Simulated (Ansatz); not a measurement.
Zone-centre phonons of AlN at 35 GPa: input and output

The calculation used DFT PBEsol, scalar-relativistic, plane waves, PAW in Ansatz.

Launched with:
```bash
ansatz run input.yaml --threads 1 --pin off --max-ram 3072MiB --backend cpu --events-out ev --progress --plain --runs-dir out
```

Input (bare energies are in eV):
```yaml
crystal:
  lattice:
    - [0.0, 2.0926605048, 2.0926605048]
    - [2.0926605048, 0.0, 2.0926605048]
    - [2.0926605048, 2.0926605048, 0.0]
  atoms:
    - { symbol: Al, position: [0.0, 0.0, 0.0] }
    - { symbol: "N", position: [0.75, 0.75, 0.75] }
basis:
  ecutwfc: 420
kpoints:
  mp_grid: { grid: [10, 10, 10] }
hamiltonian:
  xc: pbesol
scf:
  occupations: { method: fixed }
output:
  eigenvalues: true
phonons:
  method: dfpt
  dielectric: true
  rigid_motions: translations
  eigenvectors: true
```

The end of the output:
```
--- Phonons (Γ-DFPT): 2 representative perturbations + reference, on 171 of 1000 k-points (Σ response iterations 6) ---
  k mesh reduced under 4 symmetry operations, with k and −k counted as one. Each operation leaves every solved perturbation unchanged. A smaller set is not considered because the run solves the response ...
  ASR residual: 4.662e-4 → 0.000e0 eV/Å²; symmetrization residual: 4.174e-7 eV/Å²
  ASR residual per site (eV/Å²): 1.48e-4 4.66e-4
  Γ frequencies (cm⁻¹): 0.00 0.00 0.00 781.73 781.73 781.73
  ε∞ (high-frequency dielectric tensor):
        4.447011     0.000000    -0.000000
        0.000000     4.447011     0.000000
       -0.000000     0.000000     4.447011
  ε⁰ (static dielectric tensor: ions relaxed, cell fixed):
        7.499117    -0.000000    -0.000000
       -0.000000     7.499117     0.000000
       -0.000000     0.000000     7.499117
  ε⁰ − ε∞ (ionic part):
        3.052106    -0.000000    -0.000000
       -0.000000     3.052106     0.000000
       -0.000000     0.000000     3.052106
  softest optical mode at Γ: 781.73 cm⁻¹; the repairs (sum rule, projections) moved no ω² at Γ by more than (3.02 cm⁻¹)²
  Born effective charges Z* (e; rows j = field, columns β = displacement):
    site 0:
         2.53094   -0.00000    0.00000
        -0.00000    2.53094    0.00000
        -0.00000    0.00000    2.53094
    site 1:
        -2.53094    0.00000   -0.00000
         0.00000   -2.53094   -0.00000
         0.00000   -0.00000   -2.53094
  Z* charge neutrality: 2.094e-4 e pre-enforcement
  solved inside a basis spanned on kpoints, on 10×10×10 k-points, its susceptibility summed on 14×14×14: ε∞ is read to err by 1.1e-2, Z* by 8.2e-3 e (field_mesh: kpoints solves on kpoints); Z* is corrected for ...
  optical modes at Γ without the LO–TO term, one row a degenerate level:
      ω (cm⁻¹) modes IR ((D/Å)²/amu)
        781.73      3            48.0837
  optical modes at Γ + LO–TO along q̂ = [1.0000, 0.0000, 0.0000]:
      ω (cm⁻¹) modes IR ((D/Å)²/amu)
        781.73      2            32.0558
       1015.14      1            16.0279
  optical modes at Γ + LO–TO along q̂ = [0.0000, 1.0000, 0.0000]:
      ω (cm⁻¹) modes IR ((D/Å)²/amu)
        781.73      2            32.0558
       1015.14      1            16.0279
  optical modes at Γ + LO–TO along q̂ = [0.0000, 0.0000, 1.0000]:
      ω (cm⁻¹) modes IR ((D/Å)²/amu)
        781.73      2            32.0558
       1015.14      1            16.0279
```

It took 7.8 s on 1 thread of AMD EPYC 9R45 96-Core Processor (Zen 5), with other jobs on the host, peak memory 0.49 GiB.

Other phases may be more stable at this pressure.

This zinc-blende form isn't the usual stable structure of the compound at low pressure.